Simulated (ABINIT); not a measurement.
The system is CdO (Monteponite).

```
Cd O
1.0
     0.00000    2.34950    2.34950
     2.34950    0.00000    2.34950
     2.34950    2.34950    0.00000
Cd O
1 1
Direct
  0.00000 0.00000 0.00000
  0.50000 0.50000 0.50000
```

Base run:

| Item | Value |
| --- | --- |
| Program | ABINIT 10.8.3 (patched build) |
| Functional | RPBE |
| Potentials or basis | JTH PAW PBE v2.0 |
| Cutoff | 762 eV |
| k mesh | 10 × 10 × 10 |
| Occupations | fermi-dirac, width 0.05 eV |
| Spin | no spin polarisation |

Its results: band gap on the k mesh none (metal or under the smearing width); pressure 9.9 GPa.

Question: The run is repeated on the same cell with these changes: functional from RPBE to LDA. What comes out?

Answer: Band gap on the k mesh none (metal or under the smearing width); pressure -6.6 GPa.

LDA binds more tightly than RPBE, so the same cell stands under less pressure.

Caveats: the PAW data sets were made with another functional, which shifts forces and pressure a little.
